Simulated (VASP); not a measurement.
## TaC: density of states with PBE

The system is TaC.

```
Ta C
1.0
     0.00000    2.22300    2.22300
     2.22300    0.00000    2.22300
     2.22300    2.22300    0.00000
Ta C
1 1
Direct
  0.00000 0.00000 0.00000
  0.50000 0.50000 0.50000
```

- Program: VASP 6.6.1
- Task: density of states
- Functional: PBE
- Potentials or basis: VASP PAW PBE potentials, release 64 (Ta_pv, C)
- Cutoff: 520 eV
- k mesh: 16 × 16 × 16
- Occupations: gaussian, width 0.1 eV
- Spin: no spin polarisation
- k mesh for the DOS: 24 × 24 × 24
- Occupations for the DOS: tetrahedron
- Further INCAR settings: ALGO = Fast; EDIFF = 1e-07; NBANDS = 14

```json
{"Valence electrons inside the program's atomic spheres": "Ta 8.98; C 2.46"}
```

Levels at points of the mesh, in eV from the Fermi level:
```csv
k point,band 5,band 6,band 7,band 8,band 9,band 10,band 11,band 12
"(0.00, 0.00, 0.00)",-1.36,-1.36,-1.36,-0.50,-0.50,-0.50,0.64,0.64
"(0.50, 0.00, 0.00)",-8.80,-5.54,-5.54,2.73,2.73,3.72,5.40,10.02
"(0.50, 0.50, 0.00)",-4.64,-4.60,-1.79,-1.79,2.62,4.12,4.12,6.94
```

States per cell in windows of 1 eV (zero at the Fermi level; states under -8 eV left out):
| from (eV) | total | Ta1_d | C2_p | Ta1_p | Ta1_s | C2_s | C2_d |
| --- | --- | --- | --- | --- | --- | --- | --- |
| -8.0 | 0.51 | 0.11 | 0.10 | 0.01 | 0.06 | 0.01 | 0.00 |
| -7.0 | 0.80 | 0.17 | 0.17 | 0.03 | 0.07 | 0.02 | 0.00 |
| -6.0 | 1.35 | 0.40 | 0.32 | 0.08 | 0.02 | 0.01 | 0.00 |
| -5.0 | 2.36 | 0.78 | 0.54 | 0.13 | 0.01 | 0.01 | 0.00 |
| -4.0 | 0.66 | 0.22 | 0.17 | 0.02 | 0.00 | 0.00 | 0.00 |
| -3.0 | 0.31 | 0.09 | 0.09 | 0.01 | 0.00 | 0.00 | 0.00 |
| -2.0 | 0.43 | 0.16 | 0.10 | 0.02 | 0.00 | 0.00 | 0.00 |
| -1.0 | 0.54 | 0.27 | 0.08 | 0.01 | 0.01 | 0.00 | 0.00 |
| 0.0 | 0.72 | 0.41 | 0.09 | 0.01 | 0.01 | 0.01 | 0.00 |
| 1.0 | 0.98 | 0.61 | 0.10 | 0.01 | 0.01 | 0.01 | 0.00 |
| 2.0 | 1.43 | 1.01 | 0.12 | 0.01 | 0.02 | 0.01 | 0.00 |
| 3.0 | 1.83 | 1.29 | 0.20 | 0.01 | 0.05 | 0.01 | 0.00 |
| 4.0 | 0.99 | 0.70 | 0.09 | 0.01 | 0.03 | 0.02 | 0.00 |
| 5.0 | 0.61 | 0.32 | 0.07 | 0.02 | 0.04 | 0.03 | 0.00 |
| 6.0 | 0.84 | 0.40 | 0.09 | 0.04 | 0.04 | 0.07 | 0.00 |
| 7.0 | 1.10 | 0.47 | 0.10 | 0.06 | 0.04 | 0.13 | 0.00 |

It took 87 s on 1 thread of Intel(R) Xeon(R) Platinum 8175M CPU @ 2.50GHz (Skylake/Cascade Lake), with other jobs on the host, peak memory 0.24 GiB.

 The run has no spin-orbit coupling, so splittings on Ta are missing.
